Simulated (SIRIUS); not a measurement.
This SIRIUS 7.12.0 run on NbP needs a look.

File sirius.json:

```json
{
  "control": {
    "processing_unit": "cpu",
    "std_evp_solver_name": "lapack",
    "gen_evp_solver_name": "lapack",
    "verbosity": 2,
    "print_forces": true,
    "ortho_rf": true,
    "use_second_variation": true,
    "rmt_max": 3.0,
    "num_bands_to_print": 24,
    "save_wf": true
  },
  "parameters": {
    "electronic_structure_method": "full_potential_lapwlo",
    "xc_functionals": ["XC_GGA_X_B88", "XC_GGA_C_LYP"],
    "core_relativity": "dirac",
    "valence_relativity": "iora",
    "num_fv_states": 55,
    "smearing": "fermi_dirac",
    "smearing_width": 0.0007349864,
    "pw_cutoff": 20,
    "gk_cutoff": 2.0,
    "lmax_apw": 10,
    "lmax_rho": 8,
    "lmax_pot": 8,
    "num_mag_dims": 3,
    "auto_rmt": 0,
    "ngridk": [6, 6, 6],
    "shiftk": [0, 0, 0],
    "num_dft_iter": 50,
    "energy_tol": 1e-07,
    "density_tol": 1e-05,
    "use_symmetry": true,
    "so_correction": true
  },
  "settings": {"tol_ne": 1e-10},
  "iterative_solver": {"type": "exact"},
  "mixer": {"type": "anderson", "beta": 0.4, "max_history": 8},
  "unit_cell": {
    "lattice_vectors": [
      [-3.1651462306, 3.1651462306, 10.8472323782],
      [3.1651462306, -3.1651462306, 10.8472323782],
      [3.1651462306, 3.1651462306, -10.8472323782]
    ],
    "atom_types": ["Nb", "P"],
    "atom_files": {"Nb": "Nb.json", "P": "P.json"},
    "atoms": {
      "Nb": [[0.2498808, 0.7498808, 0.5, 0.0, 0.0, 0.5], [0.4998808, 0.4998808, 0.0, 0.0, 0.0, -0.5]],
      "P": [[0.83274777, 0.33274777, 0.5, 0.0, 0.0, 0.0], [0.08274777, 0.08274777, 0.0, 0.0, 0.0, 0.0]]
    }
  }
}
```

File Nb.json:

```json
{
  "name": "niobium",
  "symbol": "Nb",
  "number": 41,
  "mass": 92.90638,
  "rmin": 1e-06,
  "rmt": 2.49,
  "nrmt": 800,
  "rinf": 17.91,
  "core": "1s2s2p3s3p3d",
  "valence": [
    {"basis": [{"enu": 0.17, "dme": 0, "n": 0, "auto": 0}, {"enu": 0.17, "dme": 1, "n": 0, "auto": 0}]},
    {"l": 0, "n": 1, "basis": [{"enu": 0.27, "dme": 0, "n": 0, "auto": 0}]},
    {"l": 1, "n": 2, "basis": [{"enu": 0.27, "dme": 0, "n": 0, "auto": 0}]},
    {"l": 2, "n": 3, "basis": [{"enu": 0.27, "dme": 0, "n": 0, "auto": 0}]},
    {"l": 3, "n": 4, "basis": [{"enu": 0.27, "dme": 0, "n": 0, "auto": 0}]}
  ],
  "lo": [
    {"l": 0, "basis": [{"enu": 0.27, "dme": 0, "n": 0, "auto": 0}, {"enu": 0.27, "dme": 1, "n": 0, "auto": 0}]},
    {
      "l": 0,
      "basis": [{"enu": -1.7546, "dme": 0, "n": 4, "auto": 1}, {"enu": -1.7546, "dme": 1, "n": 4, "auto": 1}]
    },
    {
      "l": 0,
      "basis": [{"enu": -1.7546, "dme": 1, "n": 4, "auto": 1}, {"enu": 0.27, "dme": 0, "n": 0, "auto": 0}]
    },
    {"l": 0, "basis": [{"enu": 0.27, "dme": 0, "n": 0, "auto": 0}, {"enu": 2.8506, "dme": 0, "n": 0, "auto": 0}]},
    {"l": 1, "basis": [{"enu": 0.27, "dme": 0, "n": 0, "auto": 0}, {"enu": 0.27, "dme": 1, "n": 0, "auto": 0}]},
    {
      "l": 1,
      "basis": [{"enu": -0.8822, "dme": 0, "n": 4, "auto": 1}, {"enu": -0.8822, "dme": 1, "n": 4, "auto": 1}]
    },
    {
      "l": 1,
      "basis": [{"enu": -0.8822, "dme": 1, "n": 4, "auto": 1}, {"enu": 0.27, "dme": 0, "n": 0, "auto": 0}]
    },
    {"l": 1, "basis": [{"enu": 0.27, "dme": 0, "n": 0, "auto": 0}, {"enu": 3.2377, "dme": 0, "n": 0, "auto": 0}]},
    {"l": 2, "basis": [{"enu": 0.27, "dme": 0, "n": 0, "auto": 0}, {"enu": 0.27, "dme": 1, "n": 0, "auto": 0}]},
    {"l": 2, "basis": [{"enu": 0.27, "dme": 1, "n": 0, "auto": 0}, {"enu": 0.27, "dme": 2, "n": 0, "auto": 0}]},
    {"l": 2, "basis": [{"enu": 0.27, "dme": 0, "n": 0, "auto": 0}, {"enu": 2.7861, "dme": 0, "n": 0, "auto": 0}]},
    {"l": 3, "basis": [{"enu": 0.27, "dme": 0, "n": 0, "auto": 0}, {"enu": 0.27, "dme": 1, "n": 0, "auto": 0}]},
    {"l": 3, "basis": [{"enu": 0.27, "dme": 0, "n": 0, "auto": 0}, {"enu": 3.0764, "dme": 0, "n": 0, "auto": 0}]}
  ],
  "free_atom": [... radial grid and density of the free atom, the start of the SCF ...]
}
```

File P.json:

```json
{
  "name": "phosphorus",
  "symbol": "P",
  "number": 15,
  "mass": 30.973762,
  "rmin": 1e-06,
  "rmt": 2.24,
  "nrmt": 800,
  "rinf": 15.16,
  "core": "1s",
  "valence": [
    {"basis": [{"enu": 0.17, "dme": 0, "n": 0, "auto": 0}, {"enu": 0.17, "dme": 1, "n": 0, "auto": 0}]},
    {"l": 0, "n": 1, "basis": [{"enu": 0.1655, "dme": 0, "n": 0, "auto": 0}]},
    {"l": 1, "n": 2, "basis": [{"enu": 0.27, "dme": 0, "n": 0, "auto": 0}]},
    {"l": 2, "n": 3, "basis": [{"enu": 0.27, "dme": 0, "n": 0, "auto": 0}]},
    {"l": 3, "n": 4, "basis": [{"enu": 0.27, "dme": 0, "n": 0, "auto": 0}]}
  ],
  "lo": [
    {
      "l": 0,
      "basis": [{"enu": 0.1655, "dme": 0, "n": 0, "auto": 0}, {"enu": 0.1655, "dme": 1, "n": 0, "auto": 0}]
    },
    {
      "l": 0,
      "basis": [{"enu": 0.1655, "dme": 1, "n": 0, "auto": 0}, {"enu": 0.1655, "dme": 2, "n": 0, "auto": 0}]
    },
    {
      "l": 0,
      "basis": [{"enu": -5.8806, "dme": 0, "n": 2, "auto": 1}, {"enu": -5.8806, "dme": 1, "n": 2, "auto": 1}]
    },
    {
      "l": 0,
      "basis": [{"enu": 0.1655, "dme": 0, "n": 0, "auto": 0}, {"enu": 2.5571, "dme": 0, "n": 0, "auto": 0}]
    },
    {"l": 1, "basis": [{"enu": 0.27, "dme": 0, "n": 0, "auto": 0}, {"enu": 0.27, "dme": 1, "n": 0, "auto": 0}]},
    {
      "l": 1,
      "basis": [{"enu": -4.0988, "dme": 0, "n": 2, "auto": 1}, {"enu": -4.0988, "dme": 1, "n": 2, "auto": 1}]
    },
    {
      "l": 1,
      "basis": [{"enu": -4.0988, "dme": 1, "n": 2, "auto": 1}, {"enu": 0.27, "dme": 0, "n": 0, "auto": 0}]
    },
    {"l": 1, "basis": [{"enu": 0.27, "dme": 0, "n": 0, "auto": 0}, {"enu": 3.9371, "dme": 0, "n": 0, "auto": 0}]},
    {"l": 2, "basis": [{"enu": 0.27, "dme": 0, "n": 0, "auto": 0}, {"enu": 0.27, "dme": 1, "n": 0, "auto": 0}]},
    {"l": 2, "basis": [{"enu": 0.27, "dme": 1, "n": 0, "auto": 0}, {"enu": 0.27, "dme": 2, "n": 0, "auto": 0}]},
    {"l": 2, "basis": [{"enu": 0.27, "dme": 0, "n": 0, "auto": 0}, {"enu": 3.3791, "dme": 0, "n": 0, "auto": 0}]},
    {"l": 3, "basis": [{"enu": 0.27, "dme": 0, "n": 0, "auto": 0}, {"enu": 0.27, "dme": 1, "n": 0, "auto": 0}]}
  ],
  "free_atom": [... radial grid and density of the free atom, the start of the SCF ...]
}
```

Contents of sirius_start.json:

```json
{
  "control": {
    "processing_unit": "cpu",
    "std_evp_solver_name": "lapack",
    "gen_evp_solver_name": "lapack",
    "verbosity": 1,
    "print_forces": false,
    "ortho_rf": true,
    "use_second_variation": true,
    "rmt_max": 3.0,
    "num_bands_to_print": 24,
    "save_wf": false
  },
  "parameters": {
    "electronic_structure_method": "full_potential_lapwlo",
    "xc_functionals": ["XC_LDA_X", "XC_LDA_C_PW"],
    "core_relativity": "dirac",
    "valence_relativity": "iora",
    "num_fv_states": 55,
    "smearing": "fermi_dirac",
    "smearing_width": 0.0055123983,
    "pw_cutoff": 20,
    "gk_cutoff": 2.83,
    "lmax_apw": 10,
    "lmax_rho": 8,
    "lmax_pot": 8,
    "num_mag_dims": 3,
    "auto_rmt": 0,
    "ngridk": [2, 2, 2],
    "shiftk": [0, 0, 0],
    "num_dft_iter": 30,
    "energy_tol": 0.01,
    "density_tol": 0.05,
    "use_symmetry": true,
    "so_correction": true
  },
  "settings": {"tol_ne": 1e-10},
  "iterative_solver": {"type": "exact"},
  "mixer": {"type": "anderson", "beta": 0.4, "max_history": 8},
  "unit_cell": {
    "lattice_vectors": [
      [-3.1651462306, 3.1651462306, 10.8472323782],
      [3.1651462306, -3.1651462306, 10.8472323782],
      [3.1651462306, 3.1651462306, -10.8472323782]
    ],
    "atom_types": ["Nb", "P"],
    "atom_files": {"Nb": "Nb.json", "P": "P.json"},
    "atoms": {
      "Nb": [[0.2498808, 0.7498808, 0.5, 0.0, 0.0, 0.5], [0.4998808, 0.4998808, 0.0, 0.0, 0.0, -0.5]],
      "P": [[0.83274777, 0.33274777, 0.5, 0.0, 0.0, 0.0], [0.08274777, 0.08274777, 0.0, 0.0, 0.0, 0.0]]
    }
  }
}
```

Potentials or basis: all-electron FP-LAPW, apw+lo standard.

Command:

```sh
$ OMP_NUM_THREADS=1 sirius.scf --input=sirius_start.json --output=start.json
$ OMP_NUM_THREADS=1 sirius.scf --input=sirius.json --output=output.json --task=1
```

Output:

```text
[info] SIRIUS version : 7.12.0
[info] number of MPI ranks           : 1
[info] MPI grid                      : 1 1
[info] maximum number of OMP threads : 1
[fft] FFT context for density and potential
[fft] =====================================
[fft]   plane wave cutoff                     : 20
[fft]   grid size                             : 80 80 80   total : 512000
[fft]   grid limits                           : -39 40   -39 40   -39 40
[fft]   number of G-vectors within the cutoff : 58605
[fft]   number of G-shells                    : 4188
[fft] FFT context for coarse grid
[fft] =====================================
[fft]   plane wave cutoff                     : 4
[fft]   grid size                             : 18 18 18   total : 5832
[fft]   grid limits                           : -8 9   -8 9   -8 9
[fft]   number of G-vectors within the cutoff : 461
[... 480 lines left out ...]
[find] SCF correction                 :      -0.00000265
[find] Total energy                   :   -8326.25724338 (Ha),  -16652.51448676 (Ry)
[find] Free energy (E-TS)             :   -8326.25730014 (Ha),  -16652.51460028 (Ry)
[... 1 line left out ...]
[find] Efermi                         :       0.35294865
[ground_state]
[ground_state] ==== total Forces in Ha/bohr =====
[ground_state] atom:    0, force:       0.0000000      0.0000000     -0.0003504
[ground_state] atom:    1, force:       0.0000000      0.0000000     -0.0003504
[ground_state] atom:    2, force:       0.0000000      0.0000000      0.0004858
[ground_state] atom:    3, force:       0.0000000      0.0000000      0.0004858
[ground_state] ==== contribution from density =====
[ground_state] atom:    0, force:       0.0000000      0.0000000      0.0204691
[ground_state] atom:    1, force:       0.0000000      0.0000000      0.0204691
[ground_state] atom:    2, force:       0.0000000      0.0000000      0.0027293
[ground_state] atom:    3, force:       0.0000000      0.0000000      0.0027293
[ground_state] ==== contribution from Hartree potential =====
[ground_state] atom:    0, force:       0.0000000      0.0000000     -0.0160521
[ground_state] atom:    1, force:       0.0000000      0.0000000     -0.0160521
[ground_state] atom:    2, force:       0.0000000      0.0000000     -0.0067213
[ground_state] atom:    3, force:       0.0000000      0.0000000     -0.0067213
[ground_state] ==== contribution from IBS =====
[ground_state] atom:    0, force:       0.0000000      0.0000000     -0.0047674
[ground_state] atom:    1, force:       0.0000000      0.0000000     -0.0047674
[ground_state] atom:    2, force:       0.0000000      0.0000000      0.0044777
[ground_state] atom:    3, force:       0.0000000      0.0000000      0.0044777
```

Diagnose the run.

The run converged. The input holds a flaw that was put in on purpose: plane-wave cutoff of the basis far too low (parameters.gk_cutoff = 2). The program doesn't stop on it, so the numbers can't be trusted though the run ends normally.
